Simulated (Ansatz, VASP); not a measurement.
One calculation of Ni, two programs

```xyz
1
Lattice="0.0000 1.7597 1.7597 1.7597 0.0000 1.7597 1.7597 1.7597 0.0000" Properties=species:S:1:pos:R:3 pbc="T T T"
Ni    0.0000    0.0000    0.0000
```

Alike in both runs: task single point; functional r2SCAN; k mesh 14 × 14 × 14; occupations fermi-dirac, width 0.1 eV; collinear spin.

|  | VASP | Ansatz |
| --- | --- | --- |
| version | VASP 6.6.1 | Ansatz 0.2.0 |
| potentials or method | VASP PAW PBE potentials, release 64 (Ni) | PAW, plane waves, scalar-relativistic |
| plane-wave cutoff (eV) | 520 | 500 |
| valence electrons in the cell | 10 | 18 |

VASP gave:

| Property | Result |
| --- | --- |
| pressure (GPa) | -6.4 |
| net moment per atom (μB) | 0.74 |
| size of the moment on the site where the two differ most (μB) | 0.76 |

Question: What did Ansatz give for the same quantities?

Answer: Pressure (GPa): -6.8; net moment per atom (μB): 0.75; size of the moment on the site where the two differ most (μB): 0.82.

Site moments also hang on the region over which each program counts them. With one functional, cell and mesh, what is left measures potentials, basis and numerics. The two sets of potentials don't hold the same shells in valence. Ansatz warned: «stability_check_not_made».

Caveats: the PAW data sets were made with another functional, which shifts forces and pressure a little (VASP).
